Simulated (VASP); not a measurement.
Write the native input for VASP 6.6.1 that does the following.

- Task: single point
- Functional: PBE
- Potentials or basis: VASP PAW PBE potentials, release 64 (Ag)
- Cutoff: 520 eV
- k mesh: 6 × 6 × 6
- Occupations: fermi-dirac, width 0.1 eV
- Spin: no spin polarisation
- Dipole correction: no
- Further INCAR settings: ALGO = Normal; EDIFF = 1e-07; NBANDS = 12

The structure of Ag lies in POSCAR:

```
Ag
1.0
    2.7521713452      0.0000000000      0.0000000000
    0.0000000000      2.7521713452      0.0000000000
    0.0000000000      0.0000000000      2.7521713452
Ag
1
Direct
    0.0000000000      0.0000000000      0.0000000000
```

This isn't the form of Ag at room conditions, which is fcc.

One way to write it, as run:

INCAR

```
PREC = Accurate
ENCUT = 520
EDIFF = 1E-7
ISMEAR = -1
SIGMA = 0.1
LREAL = F
LASPH = T
NELM = 80
ALGO = Normal
ISIF = 2
LWAVE = F
LCHARG = F
GGA = PE
NBANDS = 12
```

KPOINTS

```
Automatic mesh
0
Gamma
  6 6 6
```

Potentials or basis: VASP PAW PBE potentials, release 64 (Ag).

Run with:

```console
$ cat potpaw_PBE.64/Ag/POTCAR > POTCAR
$ mpirun -np 1 vasp_std > vasp.out
```

It gave:

```
Pressure               : -0.1 GPa
Band gap on the k mesh : none (metal or under the smearing width)
```

Caveat: the k mesh is coarse (spacing up to 0.38 Å⁻¹), so the values aren't converged.

Wall time 3.6 s on 1 thread of Intel(R) Xeon(R) 6975P-C (Granite Rapids), on a shared host, peak memory 0.12 GiB.
